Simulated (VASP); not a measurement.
## GaSb: single point with PBE+D4

**The experiment to reproduce.**

A printed reference work, data compilation reports, for a bulk crystal of GaSb at 4.2 K: band gap 0.811 eV (direct).

Crystal: GaSb.

```xyz
2
Lattice="0.0000 3.0793 3.0793 3.0793 0.0000 3.0793 3.0793 3.0793 0.0000" Properties=species:S:1:pos:R:3 pbc="T T T"
Sb    4.6189    4.6189    4.6189
Ga    0.0000    0.0000    0.0000
```

```yaml
Program: VASP 6.6.1
Task: single point
Functional: PBE
Dispersion: D4
Potentials_or_basis: VASP PAW PBE potentials, release 64 (Sb, Ga_d)
Cutoff: 520 eV
k_mesh: 8 × 8 × 8
Occupations: fermi-dirac, width 0.05 eV
Spin: no spin polarisation
```

```json
{"Pressure": "-1.1 GPa", "Band gap on the k mesh": "zero (filled and empty bands touch)", "Dispersion energy per atom": "-0.414 eV"}
```

Levels at points of the mesh, in eV from the Fermi level:
```tsv
k point	band 7	band 8	band 9	band 10	band 11	band 12
(0.00, 0.00, 0.00)	-0.15	-0.04	-0.04	-0.04	2.74	2.74
(0.50, 0.00, 0.00)	-6.31	-1.17	-1.17	0.32	3.70	3.70
(0.50, 0.50, 0.00)	-6.77	-2.55	-2.55	0.88	1.25	8.51
```

Run time: 10 s on 1 thread of Intel(R) Xeon(R) 6975P-C (Granite Rapids), on a shared host, peak memory 0.18 GiB.

A measured gap of GaSb is 0.811 eV (direct; 4.2 K; a printed reference work, data compilation); the calculated 0.00 eV misses it by -0.81 eV. Spin-orbit coupling on Ga, Sb is left out. The value is that of PBE+D4 on a finite k mesh, which can miss the band edges, without temperature or zero-point motion. Semilocal functionals fall short of measured gaps as a rule.

Caveat: spin-orbit coupling is left out, which moves the levels of the heavy elements; pairwise dispersion overbinds metals, which lowers pressure and volume.
